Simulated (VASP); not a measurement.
# Ag (Fm-3m) in VASP: further runs

Aim: see how the results for Ag move with the level of theory and the settings. Levels: PBEsol, PBE. Tasks: equation of state.

Program: VASP 6.6.1. These are calculated values, not measurements. Logs are shortened: lines on timing, memory, paths and dates and some standing lists are left out, and cuts for length are marked.

## 1. The structure

Symmetry: Fm-3m, No. 225, cubic system. The conventional cell has a = 4.085 Å, b = 4.085 Å, c = 4.085 Å, α = 90.00°, β = 90.00°, γ = 90.00°. Ag (site symmetry m-3m) has 12 Ag at 2.89 Å as nearest neighbours.

## 2. Equation of state, PBEsol, 16.03 Å³/atom (volume scaled by 0.94)

File INCAR:

```
PREC     = Accurate       # precision mode
ENCUT    = 520            # plane-wave cutoff, eV
EDIFF    = 1E-7           # SCF threshold, eV
ISMEAR   = -1             # smearing method
SIGMA    = 0.05           # smearing width, eV
LREAL    = F              # projectors in reciprocal space
LASPH    = T              # aspherical terms in the spheres
NELM     = 60             # most SCF steps
ALGO     = Normal         # electronic algorithm
ISIF     = 2              # what is computed and relaxed
LWAVE    = F              # write WAVECAR
LCHARG   = F              # write CHGCAR
GGA      = PS             # functional
NBANDS   = 12             # bands
```

File KPOINTS:

```
regular mesh
0
Gamma
  11 11 11
```

File POSCAR:

```
Ag
1.0
    0.0000000000      2.0010495236      2.0010495236
    2.0010495236      0.0000000000      2.0010495236
    2.0010495236      2.0010495236      0.0000000000
Ag
1
Direct
    0.0000000000      0.0000000000      0.0000000000
```

Potentials or basis: VASP PAW PBE potentials, release 64 (Ag).

On the command line:

```console
cat potpaw_PBE.64/Ag/POTCAR > POTCAR
mpirun -np 1 vasp_std > vasp.out
```

OUTCAR:

```text
PREC = Accurate
   ENCUT = 520
   EDIFF = 1E-7
   ISMEAR = -1
   LREAL = F
   LASPH = T
   NELM = 60
   ISIF = 2
   GGA = PS

 Found     56 irreducible k-points:

 Following reciprocal coordinates:
            Coordinates               Weight
  0.000000  0.000000  0.000000      1.000000
  0.090909  0.000000  0.000000      8.000000
  0.181818  0.000000  0.000000      8.000000
  0.272727  0.000000  0.000000      8.000000
  0.363636  0.000000  0.000000      8.000000
  0.454545  0.000000  0.000000      8.000000
   k-points           NKPTS =     56   k-points in BZ     NKDIM =     56   number of bands    NBANDS=     12
   number of dos      NEDOS =    301   number of ions     NIONS =      1
   total plane-waves  NPLWV =  13824
   dimension x,y,z NGX =    24 NGY =   24 NGZ =   24
   dimension x,y,z NGXF=    48 NGYF=   48 NGZF=   48
   ions per type =               1
   NGX,Y,Z   is equivalent  to a cutoff of  14.10, 14.10, 14.10 a.u.
   NGXF,Y,Z  is equivalent  to a cutoff of  28.20, 28.20, 28.20 a.u.
 SYSTEM =  unknown system
   PREC   = accura    normal or accurate (medium, high low for compatibility)
   ISTART =      0    job   : 0-new  1-cont  2-samecut
   ICHARG =      2    charge: 1-file 2-atom 10-const
   ISPIN  =      1    spin polarized calculation?
   LNONCOLLINEAR =      F non collinear calculations
   LSORBIT =      F    spin-orbit coupling
   LASPH  =      T    aspherical Exc in radial PAW
   ENCUT  =  520.0 eV  38.22 Ry    6.18 a.u.   5.26  5.26  5.26*2*pi/ulx,y,z
   NELM   =     60;   NELMIN=  2; NELMDL= -5     # of ELM steps
   EDIFF  = 0.1E-06   stopping-criterion for ELM
   LREAL  =      F    real-space projection
   EDIFFG = 0.1E-05   stopping-criterion for IOM
   NSW    =      0    number of steps for IOM
   IBRION =     -1    ionic relax: 0-MD 1-quasi-New 2-CG
   NFREE  =      0    steps in history (QN), initial steepest desc. (CG)
   ISIF   =      2    stress and relaxation
   ISYM   =      2    0-nonsym 1-usesym 2-fastsym
   POTIM  = 0.5000    time-step for ionic-motion
   TEBEG  =    0.0;   TEEND  =   0.0 temperature during run
   PSTRESS=    0.0 pullay stress
   NELECT =      11.0000    total number of electrons
   NUPDOWN=      -1.0000    fix difference up-down
   EMIN   =  10.00;   EMAX   =-10.00  energy-range for DOS
   EFERMI =   0.00;   METHOD = LEGACY
   ISMEAR =    -1;   SIGMA  =   0.05  broadening in eV -4-tet -1-fermi 0-gaus
   EFERMI_NEDOS =   21; number of points for ismear=-14 and -15
   IALGO  =     38    algorithm
   IMIX   =      4    mixing-type and parameters
     AMIX     =   0.40;   BMIX     =  1.00
     AMIX_MAG =   1.60;   BMIX_MAG =  1.00
  volume/ion in A,a.u.               =      16.03       108.14
  Fermi-wavevector in a.u.,A,eV,Ry     =   1.444124  2.728999 28.374880  2.085495
  Thomas-Fermi vector in A             =   2.562455
   LORBIT       =      0    0 simple, 1 ext, 2 COOP (PROOUT), +10 PAW based schemes
   GGA     = PS    functional components
   LHFCALC =     F    Hartree Fock is set to
   AEXX    =    0.0000 exact exchange contribution
   IVDW    =     0    specifies the selected vdW correction
   LEPSILON=     F    determine dielectric tensor
   LRPA    =     F    only Hartree local field effects (RPA)
 non-spin polarized calculation
  energy-cutoff  :      520.00
  volume of cell :       16.03
 maximum number of plane-waves:       444
 NGX is ok and might be reduce to    24
   NGX = 11   NGY = 11   NGZ = 11

 number of electron      11.0000002 magnetization

 Free energy of the ion-electron system (eV)
  ---------------------------------------------------
  ext. energy  EPLUGINS =         0.00000000
  ---------------------------------------------------
  free energy    TOTEN  =        -3.30626129 eV

  energy without entropy =       -3.30443039  energy(sigma->0) =       -3.30534584

 E-fermi :   9.2909     XC(G=0): -12.7876

 val. band max:        9.2088896278   @ k =  -0.4545   0.0909   0.0000
 cond. band min:       9.3651065734   @ k =   0.4545   0.3636   0.0000
 fundamental gap:      0.1562169456
 Fermi energy:         9.2908539396

 k-point     1 :       0.0000    0.0000    0.0000
  band No.  band energies     occupation
      1       0.8216      2.00000
      2       4.1088      2.00000
      3       4.1088      2.00000
      4       4.1088      2.00000
      5       5.2759      2.00000
      6       5.2759      2.00000
      7      25.2294      0.00000
      8      29.1700      0.00000
      9      29.1700      0.00000
     10      29.1700      0.00000
     11      34.1543      0.00000
     12      35.7131      0.00000

 k-point     2 :       0.0909    0.0000    0.0000
  band No.  band energies     occupation
      1       1.0903      2.00000
      2       4.0444      2.00000
      3       4.1847      2.00000
      4       4.1847      2.00000
      5       5.2477      2.00000
      6       5.2477      2.00000
      7      25.2771      0.00000
      8      27.3496      0.00000
      9      29.3278      0.00000
     10      29.3278      0.00000
     11      33.9421      0.00000
     12      35.2743      0.00000

 k-point     3 :       0.1818    0.0000    0.0000
  band No.  band energies     occupation
      1       1.7919      2.00000
      2       3.9895      2.00000
      3       4.3214      2.00000
      4       4.3214      2.00000
      5       5.2553      2.00000
      6       5.2553      2.00000
      7      23.3254      0.00000
      8      26.1985      0.00000
      9      29.6118      0.00000
     10      29.6118      0.00000
     11      32.5866      0.00000
     12      33.9829      0.00000

 k-point     4 :       0.2727    0.0000    0.0000
  band No.  band energies     occupation
      1       2.3811      2.00000
      2       4.3124      2.00000
      3       4.3124      2.00000
      4       4.5521      2.00000
      5       5.4910      2.00000
      6       5.4910      2.00000
      7      19.8132      0.00000
      8      25.7567      0.00000
      9      29.3901      0.00000
     10      29.3901      0.00000
     11      32.8831      0.00000
     12      32.8854      0.00000

 k-point     5 :       0.3636    0.0000    0.0000
  band No.  band energies     occupation
      1       2.4163      2.00000
      2       4.1890      2.00000
      3       4.1890      2.00000
      4       5.8649      2.00000
      5       5.8649      2.00000
      6       6.1743      2.00000
      7      16.3551      0.00000
      8      25.0158      0.00000
      9      28.4331      0.00000
     10      28.4331      0.00000
     11      32.7220      0.00000
     12      32.7220      0.00000

 k-point     6 :       0.4545    0.0000    0.0000
  band No.  band energies     occupation
      1       2.3317      2.00000
      2       4.0957      2.00000
      3       4.0957      2.00000
      4       6.1288      2.00000
      5       6.1288      2.00000
      6       8.0729      2.00000
      7      13.5861      0.00000
      8      24.5360      0.00000
      9      27.6796      0.00000
     10      27.6796      0.00000
     11      32.8344      0.00000
     12      32.8344      0.00000

 [... further k-points ...]

------------------------ aborting loop because EDIFF is reached ----------------------------------------

  FORCE on cell =-STRESS in cart. coord.  units (eV):
  Direction    XX          YY          ZZ          XY          YZ          ZX
  --------------------------------------------------------------------------------------
  -------------------------------------------------------------------------------------
  Total        0.4500369      0.4500369      0.4500369      0.0000000      0.0000000     -0.0000000
  in kB       44.9940573     44.9940573     44.9940573      0.0000000      0.0000000     -0.0000000
  external PRESSURE =      44.9940573 kB  Pullay stress =       0.0000000 kB

 VOLUME and BASIS-vectors are now :
 -----------------------------------------------------------------------------
  energy-cutoff  :      520.00
  volume of cell :       16.03
      direct lattice vectors                 reciprocal lattice vectors
     0.000000000  2.001049524  2.001049524    -0.249868878  0.249868878  0.249868878
     2.001049524  0.000000000  2.001049524     0.249868878 -0.249868878  0.249868878
     2.001049524  2.001049524  0.000000000     0.249868878  0.249868878 -0.249868878

 POSITION                                       TOTAL-FORCE (eV/Angst)
 -----------------------------------------------------------------------------------
      0.00000      0.00000      0.00000        -0.000000     -0.000000      0.000000
 -----------------------------------------------------------------------------------
    total drift:                               -0.000000      0.000000     -0.000000

  FREE ENERGIE OF THE ION-ELECTRON SYSTEM (eV)
  ---------------------------------------------------
  free  energy   TOTEN  =        -3.3062612866 eV

  energy  without entropy=       -3.3044303868  energy(sigma->0) =       -3.30534584
```

Run time: 8.1 s. Hardware: 1 thread of Intel Xeon Platinum 8488C (Sapphire Rapids), shared host; peak memory 0.14 GiB.

Results:

```
Free energy            : -3.3063 eV
Pressure               : 4.5 GPa
Band gap on the k mesh : none (metal or under the smearing width)
```

Caveat: the PAW data sets were made with another functional, which shifts forces and pressure a little.

## 3. Equation of state, PBEsol, 16.37 Å³/atom (volume scaled by 0.96)

INCAR is that of step 2.

KPOINTS is that of step 2.

File POSCAR:

```
Ag
1.0
    0.0000000000      2.0151418859      2.0151418859
    2.0151418859      0.0000000000      2.0151418859
    2.0151418859      2.0151418859      0.0000000000
Ag
1
Direct
    0.0000000000      0.0000000000      0.0000000000
```

Potentials or basis: VASP PAW PBE potentials, release 64 (Ag).

On the command line:

```console
cat potpaw_PBE.64/Ag/POTCAR > POTCAR
mpirun -np 1 vasp_std > vasp.out
```

It took 7.8 s on 1 thread of Intel Xeon Platinum 8488C (Sapphire Rapids), shared host; peak memory 0.14 GiB.

It converged, with:

```
Free energy            : -3.3129 eV
Pressure               : 1.6 GPa
Band gap on the k mesh : none (metal or under the smearing width)
```

Caveat: the PAW data sets were made with another functional, which shifts forces and pressure a little.

## 4. Equation of state, PBEsol, 16.71 Å³/atom (volume scaled by 0.98)

INCAR is that of step 3.

KPOINTS is that of step 3.

File POSCAR:

```
Ag
1.0
    0.0000000000      2.0290398554      2.0290398554
    2.0290398554      0.0000000000      2.0290398554
    2.0290398554      2.0290398554      0.0000000000
Ag
1
Direct
    0.0000000000      0.0000000000      0.0000000000
```

On the command line:

```console
cat potpaw_PBE.64/Ag/POTCAR > POTCAR
mpirun -np 1 vasp_std > vasp.out
```

Wall time 7.6 s (1 thread of Intel Xeon Platinum 8488C (Sapphire Rapids), shared host); peak memory 0.14 GiB.

It converged, with:

* Free energy: -3.3138 eV
* Pressure: -0.9 GPa
* Band gap on the k mesh: none (metal or under the smearing width)

Caveat: the PAW data sets were made with another functional, which shifts forces and pressure a little.

## 5. Equation of state, PBEsol, 17.39 Å³/atom (volume scaled by 1.02)

INCAR is that of step 4.

KPOINTS is that of step 4.

File POSCAR:

```
Ag
1.0
    0.0000000000      2.0562785400      2.0562785400
    2.0562785400      0.0000000000      2.0562785400
    2.0562785400      2.0562785400      0.0000000000
Ag
1
Direct
    0.0000000000      0.0000000000      0.0000000000
```

On the command line:

```console
cat potpaw_PBE.64/Ag/POTCAR > POTCAR
mpirun -np 1 vasp_std > vasp.out
```

Run time: 8.5 s. Hardware: 1 thread of Intel Xeon Platinum 8488C (Sapphire Rapids), shared host; peak memory 0.14 GiB.

It converged, with:

```
Free energy            : -3.3013 eV
Pressure               : -5.0 GPa
Band gap on the k mesh : none (metal or under the smearing width)
```

Caveat: the PAW data sets were made with another functional, which shifts forces and pressure a little.

(Continued in part 2 of 2.)
